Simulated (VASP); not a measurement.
Set up this calculation in VASP 6.6.1, as the native input.

```
Task                               : band structure
Functional                         : PBEsol
Potentials or basis                : VASP PAW PBE potentials, release 64 (Ba_sv, Ti_sv, O)
Cutoff                             : 520 eV
k mesh                             : 4 × 4 × 4
Occupations                        : gaussian, width 0.03 eV
Spin                               : no spin polarisation
Grid for exact exchange (PRECFOCK) : Fast
Further INCAR settings             : ALGO = Fast; EDIFF = 1e-07; NBANDS = 28
```

The structure of BaTiO3 lies in POSCAR:

```
BaTiO3                                  
1.0
    3.9671431896      0.0000000000      0.0000000000
    0.0000000000      3.9671431896      0.0000000000
    0.0000000000     -0.0000000000      4.0656697611
  Ba              Ti              O             
     1     1     3
Direct
     0.0000000000000000    0.0000000000000000    0.9986017527506281
     0.5000000000000000    0.5000000000000000    0.4819255316800069
     0.5000000000000000    0.5000000000000000    0.0291005564017098
     0.5000000000000000    0.0000000000000000    0.5166860795838343
     1.0000000000000000    0.5000000000000000    0.5166860795838343
```

The input as run:

INCAR

```
  ALGO = Fast
  EDIFF = 1E-7
  ENCUT = 520
  GGA = PS
  ISIF = 2
  ISMEAR = 0
  KPAR = 4
  LASPH = True
  LCHARG = False
  LMAXMIX = 4
  LREAL = False
  LWAVE = False
  NBANDS = 28
  NELM = 80
  PREC = Accurate
  SIGMA = 0.03
```

KPOINTS

```
k-points
0
Gamma
  4 4 4
```

KPOINTS_OPT

```
explicit points
6
Reciprocal
 0.0000000000  0.0000000000  0.0000000000 1
 0.5000000000  0.5000000000  0.5000000000 1
 0.5000000000  0.5000000000  0.0000000000 1
 0.0000000000  0.5000000000  0.5000000000 1
 0.0000000000  0.5000000000  0.0000000000 1
 0.0000000000  0.0000000000  0.5000000000 1
```

Potentials or basis: VASP PAW PBE potentials, release 64 (Ba_sv, Ti_sv, O).

Run with:

```sh
$ cat potpaw_PBE.64/Ba_sv/POTCAR potpaw_PBE.64/Ti_sv/POTCAR potpaw_PBE.64/O/POTCAR > POTCAR
$ mpirun -np 4 vasp_std > vasp.out
```

Results of the run:

```
Pressure                : 0.1 GPa
Largest force           : 0.064 eV/Å
Band gap on the k mesh  : 1.76 eV, indirect (least direct gap 2.19 eV)
Band gap along the path : 1.76 eV, indirect (least direct gap 2.19 eV)
```

Caveat: the PAW data sets were made with another functional, which shifts forces and pressure a little; spin-orbit coupling is left out, which moves the levels of the heavy elements.

Run time: 34 s on 4 MPI ranks on Intel(R) Xeon(R) Platinum 8488C (Sapphire Rapids), on a shared host, peak memory 0.2 GiB a rank.
